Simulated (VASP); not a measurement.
TiO2, 6 atoms in the cell. It takes space group I4_1/amd (No. 141, tetragonal). Conventional cell: a = 3.784 Å, b = 3.784 Å, c = 9.515 Å, α = 90.00°, β = 90.00°, γ = 90.00°. Around Ti (site symmetry -4m2) lie 6 O at 1.93 to 1.98 Å. O (site symmetry 2mm) has 3 Ti at 1.93 to 1.98 Å as nearest neighbours. 

| Property | Result |
| --- | --- |
| Program | VASP 6.6.1 |
| Task | relaxation of cell and atoms |
| Functional | PBEsol |
| Potentials or basis | VASP PAW PBE potentials, release 64 (Ti_sv, O) |
| Cutoff | 600 eV |
| k mesh | 10 × 10 × 10 |
| Occupations | gaussian, width 0.03 eV |
| Spin | no spin polarisation |
| Further INCAR settings | ALGO = Normal; EDIFF = 1e-06; IBRION = 2; EDIFFG = -0.01; NSW = 90; ISIF = 3 |

Potentials or basis: VASP PAW PBE potentials, release 64 (Ti_sv, O).

Command:

```sh
$ cat potpaw_PBE.64/Ti_sv/POTCAR potpaw_PBE.64/O/POTCAR > POTCAR
$ mpirun -np 2 vasp_std > vasp.out
```

Hardware: 2 MPI ranks on Intel(R) Xeon(R) Platinum 8559C (Emerald Rapids), with other jobs on the host.

Q: Estimate the wall time of this run.

A: It took 15 min on 2 MPI ranks on Intel(R) Xeon(R) Platinum 8559C (Emerald Rapids), with other jobs on the host, peak memory 0.47 GiB a rank. Counts: scf iterations 73, k points 102, ion steps 12.
